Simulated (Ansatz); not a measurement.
# MoS2 (P6_3/mmc): how the settings move a single-point run

Aim: see which settings change the result for MoS2 (P6_3/mmc), by how much, and at what cost.

Program: Ansatz 0.2.0. Level of theory: reference: DFT r2SCAN, scalar-relativistic, plane waves, PAW. These are calculated values, not measurements.

2 further runs of the same task are left out: 1 that didn't finish, 1 set aside as unsound or not needed. Runs told in other sessions of the task aren't counted.

## 1. The structure to begin with

The structure is hexagonal, space group P6_3/mmc (No. 194). Conventional cell: a = 3.185 Å, b = 3.185 Å, c = 12.964 Å, α = 90.00°, β = 90.00°, γ = 120.00°. Mo (site symmetry -6m2) is surrounded by 6 S at 2.41 Å. S (site symmetry 3m) is surrounded by 3 Mo at 2.41 Å.

As a file:

```cif
data_structure
_symmetry_space_group_name_H-M 'P 1'
_symmetry_Int_Tables_number 1
_cell_length_a 3.1846
_cell_length_b 3.1846
_cell_length_c 12.9639
_cell_angle_alpha 90.000
_cell_angle_beta 90.000
_cell_angle_gamma 120.000
_cell_volume 113.86
loop_
_atom_site_label
_atom_site_type_symbol
_atom_site_fract_x
_atom_site_fract_y
_atom_site_fract_z
_atom_site_occupancy
Mo1 Mo 0.33333 0.66667 0.25000 1
Mo2 Mo 0.66667 0.33333 0.75000 1
S1 S 0.33333 0.66667 0.63025 1
S2 S 0.66667 0.33333 0.13025 1
S3 S 0.33333 0.66667 0.86975 1
S4 S 0.66667 0.33333 0.36975 1
```

## 2. Reference

input.yaml reads:

```yaml
crystal:
  lattice:
    - [3.1845928805, 0.0, 0.0]
    - [-1.5922964402, 2.7579383352, 0.0]
    - [0.0, 0.0, 12.9639414742]
  atoms:
    - { symbol: Mo, position: [0.3333333333, 0.6666666667, 0.25], spin: 0.05 }
    - { symbol: Mo, position: [0.6666666667, 0.3333333333, 0.75], spin: 0.05 }
    - { symbol: S, position: [0.3333333333, 0.6666666667, 0.6302475851] }
    - { symbol: S, position: [0.6666666667, 0.3333333333, 0.1302475851] }
    - { symbol: S, position: [0.3333333333, 0.6666666667, 0.8697524149] }
    - { symbol: S, position: [0.6666666667, 0.3333333333, 0.3697524149] }
basis:
  ecutwfc: 500
  ecutrho_ratio: 4
kpoints:
  mp_grid: { grid: [8, 8, 2] }
  band_path:
    path:
      - [[0.0, 0.0, 0.0], [0.5, 0.0, 0.0], [0.33333333, 0.33333333, 0.0], [0.0, 0.0, 0.0], [0.0, 0.0, 0.5], [0.5, 0.0, 0.5], [0.33333333, 0.33333333, 0.5], [0.0, 0.0, 0.5]]
      - [[0.5, 0.0, 0.5], [0.5, 0.0, 0.0]]
      - [[0.33333333, 0.33333333, 0.5], [0.33333333, 0.33333333, 0.0]]
    npoints: 14
hamiltonian:
  xc: r2scan
scf:
  occupations: { method: gaussian, width: 0.05 }
  n_extra_bands: 20
output:
  forces: true
  stress: true
  eigenvalues: true
  populations: true
  dos: { projected: true, de: 0.02, nscf_kmesh: { grid: [12, 12, 3] } }
  bader: true
  write_density: true
  write_potential: true
  elf: true
  volumetric_format: npy
magnetization:
  spin_polarized: true
checkpoint:
  read: start.run
  write: ck
  compress: false
  write_wavefunctions: false
  write_every: 100000
```

Launch:

```
> ansatz run input.yaml --threads 4 --pin off --max-ram 7168MiB --backend cpu --events-out ev --progress --plain --runs-dir out
```

## 3. Changed: basis.precision f64, eigensolver.kind davidson

input.yaml reads:

```yaml
crystal:
  lattice:
    - [3.184592880486, -2.886757120616e-11, 0.0]
    - [-1.592296440218, 2.757938335226, 0.0]
    - [0.0, 0.0, 12.9639414742]
  atoms:
    - { symbol: Mo, position: [0.3333333333333, 0.6666666666667, 0.25], spin: 2.0 }
    - { symbol: Mo, position: [0.6666666666667, 0.3333333333333, 0.75], spin: 2.0 }
    - { symbol: S, position: [0.3333333333333, 0.6666666666667, 0.6302475851] }
    - { symbol: S, position: [0.6666666666667, 0.3333333333333, 0.1302475851] }
    - { symbol: S, position: [0.3333333333333, 0.6666666666667, 0.8697524149] }
    - { symbol: S, position: [0.6666666666667, 0.3333333333333, 0.3697524149] }
basis:
  ecutwfc: 500
  ecutrho_ratio: 4
  precision: f64
kpoints:
  mp_grid: { grid: [8, 8, 2] }
hamiltonian:
  xc: r2scan
scf:
  occupations: { method: gaussian, width: 0.05 }
  eigensolver: { kind: davidson }
output:
  forces: true
  stress: true
magnetization:
  spin_polarized: true
```

## 4. Changing settings: ecutwfc 500 eV, eigensolver.kind davidson

input.yaml reads:

```yaml
crystal:
  lattice:
    - [3.184592880486, -2.886757120616e-11, 0.0]
    - [-1.592296440218, 2.757938335226, 0.0]
    - [0.0, 0.0, 12.9639414742]
  atoms:
    - { symbol: Mo, position: [0.3333333333333, 0.6666666666667, 0.25], spin: 2.0 }
    - { symbol: Mo, position: [0.6666666666667, 0.3333333333333, 0.75], spin: 2.0 }
    - { symbol: S, position: [0.3333333333333, 0.6666666666667, 0.6302475851] }
    - { symbol: S, position: [0.6666666666667, 0.3333333333333, 0.1302475851] }
    - { symbol: S, position: [0.3333333333333, 0.6666666666667, 0.8697524149] }
    - { symbol: S, position: [0.6666666666667, 0.3333333333333, 0.3697524149] }
basis:
  ecutwfc: "500 eV"
  ecutrho_ratio: 4
kpoints:
  mp_grid: { grid: [8, 8, 2] }
hamiltonian:
  xc: r2scan
scf:
  occupations: { method: gaussian, width: 0.05 }
  eigensolver: { kind: davidson }
output:
  forces: true
  stress: true
magnetization:
  spin_polarized: true
```

## 5. Variant: ecutrho_ratio 12, lower_state_search off

input.yaml reads:

```yaml
crystal:
  lattice:
    - [3.184592880486, -2.886757120616e-11, 0.0]
    - [-1.592296440218, 2.757938335226, 0.0]
    - [0.0, 0.0, 12.9639414742]
  atoms:
    - { symbol: Mo, position: [0.3333333333333, 0.6666666666667, 0.25], spin: 2.0 }
    - { symbol: Mo, position: [0.6666666666667, 0.3333333333333, 0.75], spin: 2.0 }
    - { symbol: S, position: [0.3333333333333, 0.6666666666667, 0.6302475851] }
    - { symbol: S, position: [0.6666666666667, 0.3333333333333, 0.1302475851] }
    - { symbol: S, position: [0.3333333333333, 0.6666666666667, 0.8697524149] }
    - { symbol: S, position: [0.6666666666667, 0.3333333333333, 0.3697524149] }
basis:
  ecutwfc: 500
  ecutrho_ratio: 12
kpoints:
  mp_grid: { grid: [8, 8, 2] }
hamiltonian:
  xc: r2scan
scf:
  occupations: { method: gaussian, width: 0.05 }
  lower_state_search: "off"
output:
  forces: true
  stress: true
magnetization:
  spin_polarized: true
```

What does the calculation give? Wanted: for each run, ending; energy change; pressure; gap; force.

The runs gave:

| run | ending | energy change | pressure (GPa) | gap (eV) | force (eV/Å) | cycles | time |
| --- | --- | --- | --- | --- | --- | --- | --- |
| reference | converged | 0 | 0.0 | 1.33 | 0.00 | - | 42 s |
| 1: basis.precision f64, eigensolver.kind davidson | converged | 0.0 meV/atom | 0.0 | 1.33 | 0.00 | 18 | 13 s |
| 2: ecutwfc 500 eV, eigensolver.kind davidson | converged | 0.0 meV/atom | 0.0 | 1.33 | 0.00 | 18 | 13 s |
| 3: ecutrho_ratio 12, lower_state_search off | converged | 0.0 meV/atom | 0.0 | 1.33 | 0.00 | 18 | 30 s |

Times don't compare one to one where runs were asked for different outputs or read a saved state (see the inputs); cycles may leave out searches for a lower state.

Residual by cycle in the longest SCF loop of each run; runs are numbered as in the table. The quantity is the density residual dr2, in eV.

| cycle | reference | run 1 | run 2 | run 3 |
| --- | --- | --- | --- | --- |
| 1 | 1.7e-9 | 10.5 | 10.5 | 13.6 |
| 3 | 8.9e-11 | 0.514 | 0.514 | 0.592 |
| 4 | - | 0.0998 | 0.0998 | 0.251 |
| 6 | - | 0.0123 | 0.0123 | 0.00195 |
| 7 | - | 0.0027 | 0.0027 | 0.012 |
| 9 | - | 9.4e-4 | 9.4e-4 | 3.4e-4 |
| 10 | - | 3.8e-4 | 3.8e-4 | 1.2e-5 |
| 12 | - | 2.1e-5 | 2.1e-5 | 3.9e-7 |
| 13 | - | 5.3e-7 | 5.3e-7 | 7.5e-8 |
| 15 | - | 6.9e-9 | 6.9e-9 | 2.2e-9 |
| 16 | - | 2.7e-9 | 2.7e-9 | 3.9e-10 |
| 18 | - | 1.1e-9 | 1.1e-9 | 7.2e-12 |

Of the converged runs whose energies compare with the reference's, none moves it noticeably. Of the variants the dearest is «ecutrho_ratio 12, lower_state_search off» (30 s), the cheapest «basis.precision f64, eigensolver.kind davidson» (13 s), on a shared host.

These are semilocal Kohn-Sham gaps, which aren't the measured quantity. Such gaps usually fall short of the measured ones.
